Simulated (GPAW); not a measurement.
Write an ASE script for GPAW 26.7.0 that does the following.

```
Task                : relaxation of cell and atoms
Functional          : PBEsol
Potentials or basis : PAW data sets generated in the run's folder for this functional
Cutoff              : 600 eV
Basis               : pw
k mesh              : 6 × 6 × 4
Occupations         : fermi-dirac, width 0.05 eV
Spin                : no spin polarisation
Target pressure     : 10 GPa
Maxiter             : 150
Optimizer           : BFGS
Fmax                : 0.02 eV/Å
Max steps           : 60
Target pressure     : 10 GPa
Convergence         : density=1e-05 forces=0.0001
```

The system is PtS2.

```xyz
3
Lattice="3.5432 0.0000 0.0000 -1.7716 3.0685 0.0000 0.0000 0.0000 5.0388" Properties=species:S:1:pos:R:3 pbc="T T T"
Pt    0.0000    0.0000    0.0000
S     1.7716    1.0228    3.8950
S     0.0000    2.0457    1.1438
```

These files were run (other wordings do the same):

run.py

```python
from ase import Atoms
from ase.filters import FrechetCellFilter
from ase.io import write
from ase.optimize import BFGS
from ase.units import GPa
from gpaw import GPAW, PW, setup_paths

setup_paths.insert(0, '.')

atoms = Atoms(['Pt', 'S', 'S'],
              cell=[[3.5432, 0.0, 0.0],
                    [-1.7716, 3.0685012107, 0.0],
                    [0.0, 0.0, 5.0388]],
              scaled_positions=[[0.0, 0.0, 0.0],
                                [0.6666666667, 0.3333333333, 0.773],
                                [0.3333333333, 0.6666666667, 0.227]],
              pbc=True)

calc = GPAW(mode=PW(600),
            xc='PBEsol',
            kpts={'size': (6, 6, 4), 'gamma': True},
            occupations={'name': 'fermi-dirac', 'width': 0.05},
            nbands=26,
            convergence={'density': 1e-05, 'forces': 0.0001},
            maxiter=150,
            txt='gpaw.txt')
atoms.calc = calc
opt = BFGS(FrechetCellFilter(atoms, scalar_pressure=10 * GPa), trajectory='relax.traj', logfile='-')
done = opt.run(fmax=0.02, steps=60)
calc.write('gs.gpw')
write('result.traj', atoms)
print('Converged:', done)
print('Cell:', atoms.cell.cellpar().round(4))
print('Volume:', round(atoms.get_volume(), 4))
print(atoms.get_scaled_positions().round(5))
```

Potentials or basis: PAW data sets generated in the run's folder for this functional, pw.

Launch:

```bash
$ gpaw-setup -f PBEsol Pt S
$ OMP_NUM_THREADS=1 python run.py
```

Results of the run:

```
Relaxed volume                                         : 15.29 Å³/atom
Relaxed cell                                           : a = 3.534 Å, b = 3.534 Å, c = 4.239 Å, α = 90.00°, β = 90.00°, γ = 120.00°
Space group after relaxing (to 0.05 Å)                 : P-3m1 (No. 164)
Energy change on relaxing (the enthalpy is what falls) : +29.3 meV/atom
Ionic steps                                            : 10
Pressure after relaxing                                : 9.9 GPa
Band gap on the k mesh                                 : none (metal or under the smearing width)
```

Caveat: later steps reuse the first step's grids; the volume moved by over 15 % at a fixed basis, so the end points are rough.

It took 110 s on 1 thread of Intel(R) Xeon(R) 6975P-C (Granite Rapids), on a shared host, peak memory 0.26 GiB.
